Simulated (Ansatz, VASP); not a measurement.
**SiC in VASP and in Ansatz**

```
CELL_PARAMETERS angstrom
0.00000 2.04313 2.04313
2.04313 0.00000 2.04313
2.15687 2.15687 -0.11373
ATOMIC_POSITIONS crystal
Si 0.00000 0.00000 0.00000
C 0.75000 0.75000 0.75000
```

Alike in both runs: task single point; functional PBE; k mesh 12 × 12 × 12; occupations gaussian, width 0.05 eV; no spin polarisation.

```csv
,VASP,Ansatz
version,VASP 6.6.1,Ansatz 0.2.0
potentials or method,"VASP PAW PBE potentials, release 64 (Si, C)","scalar-relativistic, plane waves, PAW"
plane-wave cutoff (eV),520,520
valence electrons in the cell,8,8
```

|  | VASP | Ansatz | Ansatz less VASP |
| --- | --- | --- | --- |
| gap on the k mesh at the Fermi level (eV) | 0.92 | 0.93 | +0.007 |
| least direct gap on the mesh (eV) | 4.07 | 4.09 | +0.016 |
| rms of the force components (eV/Å) | 0.607 | 0.610 | +0.0028 |

Atom by atom the forces differ by 0.003 eV/Å (rms over components). The functional is the same, so the differences come from potentials, cutoffs and numerics.

Caveats: forces of over 1 eV/Å show positions far from the minimum, so gaps and moduli don't describe the material at rest. A k mesh can miss the band edges.
